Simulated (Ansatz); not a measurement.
Geometry optimisation in Ansatz: input, command and trajectory.

```yaml
crystal:
  lattice:
    - [3.2971066442, 0.0, 0.0]
    - [0.0, 4.6602093029, 0.0]
    - [-0.0100659853, 0.0, 4.2369022762]
  atoms:
    - { symbol: Sb, position: [5.8576e-06, 0.75, 0.7499749934] }
    - { symbol: Sb, position: [0.9999941424, 0.25, 0.2500250066] }
basis:
  ecutwfc: 420
kpoints:
  mp_grid: { grid: [14, 10, 10] }
hamiltonian:
  xc: pbe
scf:
  occupations: { method: gaussian, width: 0.1 }
output:
  forces: true
  stress: true
  eigenvalues: true
relax:
  adjacent_minimum: "off"
  f_tol: 0.008
  max_steps: 40
  cell: { stress_tol: 0.015, fix: [a, b, gamma] }
```

```bash
ansatz run input.yaml --threads 1 --pin off --max-ram 1331MiB --backend cpu --events-out ev --progress --plain --runs-dir out
```

Computed with DFT PBE, scalar-relativistic, plane waves, PAW in Ansatz 0.2.0.

Of 4 frames 3 are shown, positions in Å and forces in eV/Å; the SCF threshold varies from step to step. Steps run on the plane waves of an earlier cell, with a Pulay correction in the pressure. The basis is chosen afresh for the last frame, the zero of the energies, and at times for earlier ones too; energy and pressure step there, also at an unchanged geometry.

```xyz
2
Lattice="3.2971 0.0000 0.0000 0.0000 4.6602 0.0000 -0.0101 0.0000 4.2369" Properties=species:S:1:pos:R:3:forces:R:3 pbc="T T T" step=1 free_energy_over_end_meV_per_atom=0.75 pressure_GPa=-3.51
Sb   -0.0075    3.4952    3.1776    0.0000    0.0000    0.0000
Sb    3.2946    1.1651    1.0593    0.0000    0.0000    0.0000
2
Lattice="3.2971 0.0000 0.0017 0.0000 4.6602 0.0000 -0.0079 0.0000 4.1915" Properties=species:S:1:pos:R:3:forces:R:3 pbc="T T T" step=2 free_energy_over_end_meV_per_atom=-0.06 pressure_GPa=-3.06
Sb   -0.0059    3.4952    3.1436    0.0000    0.0000    0.0001
Sb    3.2951    1.1651    1.0497    0.0000    0.0000   -0.0001
2
Lattice="3.2971 0.0000 0.0026 0.0000 4.6602 0.0000 -0.0067 0.0000 4.1948" Properties=species:S:1:pos:R:3:forces:R:3 pbc="T T T" step=4 free_energy_over_end_meV_per_atom=0.00 pressure_GPa=-3.09
Sb   -0.0051    3.4952    3.1460    0.0000    0.0000    0.0001
Sb    3.2954    1.1651    1.0514    0.0000    0.0000   -0.0001
```